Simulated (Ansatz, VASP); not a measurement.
**One calculation of As, two programs**

Contents of INCAR:

```
SYSTEM = As
ALGO = Normal
EDIFF = 1E-7
EDIFFG = -0.005
ENCUT = 600
GGA = PE
IBRION = 2
ISIF = 3
ISMEAR = 0
LASPH = .TRUE.
LCHARG = .FALSE.
LREAL = .FALSE.
LWAVE = .FALSE.
NELM = 100
NSW = 100
PREC = Accurate
SIGMA = 0.1
```

Contents of KPOINTS:

```
k-points
0
G
  16 16 16
  0 0 0
```

File POSCAR:

```
As
1.0
    2.7036817444      0.0000000000      0.0000000000
    0.0000000000      2.7036817444      0.0000000000
    0.0000000000      0.0000000000      2.7036817444
As
1
Direct
    0.5000000000      0.5000000000      0.5000000000
```

Input for Ansatz:

```yaml
crystal:
  lattice:
    - [2.7036817444, 0.0, 0.0]
    - [0.0, 2.7036817444, 0.0]
    - [0.0, 0.0, 2.7036817444]
  atoms:
    - { symbol: As, position: [0.5, 0.5, 0.5] }
basis:
  ecutwfc: 420
kpoints:
  mp_grid: { grid: [16, 16, 16] }
hamiltonian:
  xc: pbe
scf:
  occupations: { method: gaussian, width: 0.1 }
output:
  forces: true
  stress: true
  eigenvalues: true
relax:
  adjacent_minimum: "off"
  f_tol: 0.005
  max_steps: 80
  cell: { stress_tol: 0.05 }
```

This isn't the form of As at room conditions, which is rhombohedral.

Alike in both runs: task relaxation of cell and atoms; functional PBE; k mesh 16 × 16 × 16; occupations gaussian, width 0.1 eV; no spin polarisation.

|  | VASP | Ansatz |
| --- | --- | --- |
| version | VASP 6.6.1 | Ansatz 0.2.0 |
| potentials or method | VASP PAW PBE potentials, release 64 (As) | scalar-relativistic, plane waves, PAW |
| plane-wave cutoff (eV) | 600 | 420 |
| valence electrons in the cell | 5 | 15 |

|  | VASP | Ansatz | Ansatz less VASP |
| --- | --- | --- | --- |
| gap on the k mesh at the Fermi level, each at its own relaxed structure (eV) | none | none | - |
| relaxed volume (Å³/atom) | 20.34 | 20.31 | -0.028 |
| relaxed cell length with the largest relative difference (Å) | 2.730 | 2.729 | -0.0013 |
| energy change over the relaxation (meV/atom) | -4 | -4 | +0.6 |

A gap of «none» marks a metal or a gap that the smearing closes. The two sets of potentials don't hold the same shells in valence.
